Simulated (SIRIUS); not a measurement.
## Sn: equation of state with PBE

Crystal: Sn.

```
CELL_PARAMETERS angstrom
-2.02919 2.02919 1.66076
2.02919 -2.02919 1.66076
2.02919 2.02919 -1.66076
ATOMIC_POSITIONS crystal
Sn 0.00000 0.00000 0.00000
```

This isn't the form of Sn at room conditions, which is tetragonal (white tin).

| Item | Value |
| --- | --- |
| Program | SIRIUS 7.10.0 |
| Task | equation of state |
| Functional | PBE |
| Potentials or basis | PseudoDojo 0.4.1 PBE standard (scalar relativistic) |
| Cutoff | 983 eV |
| Density cutoff | 3932 eV |
| k mesh | 10 × 10 × 10 |
| Occupations | fermi-dirac, width 0.05 eV |
| Spin | no spin polarisation |

```json
{
 "Equilibrium volume": "27.89 Å³/atom",
 "Bulk modulus at fixed shape and positions": "46 GPa",
 "Pressure derivative of the bulk modulus": "5.2"
}
```

Energy against volume, from the lowest point:
```csv
volume (Å³/atom),energy (meV/atom)
25.712,28.58
26.259,15.33
26.806,6.49
27.353,1.53
27.901,0.00
28.448,1.53
28.995,5.79
```

All runs of the series together: 4.5 min on 1 thread of Arm Neoverse V2, on a shared host.

Caveat: the cell was scaled at fixed shape and fractional positions, which overstates the stiffness of a crystal with free parameters, most of all of layers and chains.
